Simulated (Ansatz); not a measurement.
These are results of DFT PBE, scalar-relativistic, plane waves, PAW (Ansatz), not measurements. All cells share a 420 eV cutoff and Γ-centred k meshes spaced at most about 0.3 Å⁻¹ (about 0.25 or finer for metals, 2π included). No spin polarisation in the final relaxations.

These are static total energies at zero pressure. All come from trial cells, and lower structures may exist.

Problem. These unrelaxed guesses for In3O2 are each relaxed within their symmetry. Order them by the energy at which they end, lowest first.
A.

```
In O
1.0
     0.00000    3.58229    3.89310
     3.47853    0.00000    3.89310
     3.47853    3.58229    0.00000
In O
3 2
Direct
  0.50000 0.50000 0.50000
  0.76029 0.76029 0.23971
  0.23971 0.23971 0.76029
  0.22633 0.77367 0.77367
  0.77367 0.22633 0.22633
```

B.

```
In O
1.0
     4.00925    0.00000    0.00000
    -2.00462    3.47211    0.00000
     0.00000    0.00000    6.24341
In O
3 2
Direct
  0.25000 0.25000 0.00000
  0.75000 0.00000 0.00000
  0.00000 0.75000 0.00000
  0.33333 0.66667 0.25000
  0.66667 0.33333 0.75000
```

C.

```
In O
1.0
     4.37633    0.00000    0.00000
    -2.18817    3.79001    0.00000
     0.00000    0.00000    5.37398
In O
3 2
Direct
  0.00000 0.00000 0.74540
  0.00000 0.00000 0.25460
  0.66667 0.33333 0.00000
  0.66667 0.33333 0.50000
  0.33333 0.66667 0.00000
```

D.

```
In O
1.0
     4.32617    0.00000    0.00000
    -2.16308    3.74657    0.00000
     0.00000    0.00000    5.30006
In O
3 2
Direct
  0.00000 0.00000 0.00000
  0.33333 0.66667 0.63300
  0.66667 0.33333 0.36700
  0.33333 0.66667 0.16000
  0.66667 0.33333 0.84000
```

Solution. D (ends in P-3m1, 0 meV/atom), A (ends in Fmmm, 193 meV/atom), C (ends in P-6m2, 242 meV/atom), B (ends in P-62m, 0.32 eV/atom).

No dispersion correction is applied, so the spacing and binding between layers, chains or molecules are poorly described (P-6m2), and this can change margins and order among such cells. In P-3m1, Fmmm, P-6m2, P-62m an odd number of electrons in the primitive cell allows no gap without spin; a larger cell or a magnetic state could open one. Cells relaxed within their symmetry can be saddle points. Some structure types and database cells were kept out of the candidates from the start, so a known form may be missing.
